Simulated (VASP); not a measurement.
VASP 6.6.1 run: BeTe

INCAR

```
ISIF = 2
LCHARG = .FALSE.
LREAL = .FALSE.
SIGMA = 0.02
LMAXMIX = 6
NELM = 120
PREC = Accurate
NSW = 0
IBRION = -1
ENCUT = 520
NBANDS = 11
ISMEAR = -1
METAGGA = RSCAN
LWAVE = .FALSE.
LASPH = .TRUE.
EDIFF = 1E-7
```

KPOINTS

```
KPOINTS created by Atomic Simulation Environment
0
Gamma
8 8 8
0 0 0
```

POSCAR

```
Be Te
 1.0000000000000000
     0.0000000000000000    2.7437649167000000    2.7437649167000000
     2.7437649167000000    0.0000000000000000    2.7437649167000000
     2.7437649167000000    2.7437649167000000    0.0000000000000000
 Be  Te
   1   1
Cartesian
  0.0000000000000000  0.0000000000000000  0.0000000000000000
  1.3718824583499998  1.3718824583499998  1.3718824583499998
```

The recommended PBE PAW datasets give the neutral cell 8 valence electrons.

Command

```
mpirun -np 1 vasp_std
```

Task: Predict the outcome of this run.

Result: It converged. Results: gap between bands v and c on the k mesh 2.10 eV; least direct gap on the k mesh 3.89 eV; pressure 6.5 GPa. Band v is the last that the valence electrons fill when counted band by band, and c is the next.

OSZICAR

```
N       E                     dE             d eps       ncg     rms          rms(c)
DAV:   1    -0.243978352289E+02   -0.24398E+02   -0.34402E+03   638   0.600E+02
DAV:   2    -0.508543200821E+02   -0.26456E+02   -0.25621E+02   816   0.952E+01
DAV:   3    -0.519291435828E+02   -0.10748E+01   -0.10731E+01   856   0.206E+01
DAV:   4    -0.519376838080E+02   -0.85402E-02   -0.85394E-02   791   0.211E+00
DAV:   5    -0.519378241136E+02   -0.14031E-03   -0.14030E-03   794   0.259E-01    0.445E+00
DAV:   6    -0.508648285592E+02    0.10730E+01   -0.21042E-01   683   0.265E+00    0.306E+00
DAV:   7    -0.508447382540E+02    0.20090E-01   -0.12495E-01   723   0.169E+00    0.379E-01
DAV:   8    -0.508447715245E+02   -0.33271E-04   -0.42394E-03   767   0.453E-01    0.186E-01
DAV:   9    -0.508451022278E+02   -0.33070E-03   -0.84569E-04   731   0.193E-01    0.405E-02
DAV:  10    -0.508450939024E+02    0.83254E-05   -0.40356E-05   751   0.305E-02    0.205E-02
DAV:  11    -0.508450920134E+02    0.18890E-05   -0.59698E-06   721   0.174E-02    0.146E-02
DAV:  12    -0.508450926843E+02   -0.67086E-06   -0.20435E-07   760   0.390E-03    0.777E-03
DAV:  13    -0.508450929879E+02   -0.30359E-06   -0.32487E-08   459   0.185E-03    0.201E-03
DAV:  14    -0.508450929786E+02    0.92999E-08   -0.42465E-09   364   0.511E-04
   1 F= -.50845093E+02 E0= -.50845093E+02  d E =-.285082E-11
```

For comparison, a separate PBE run of the intended cell, on usual settings and not on those above, gives a gap of 1.77 eV on its mesh and a pressure of 6.7 GPa.
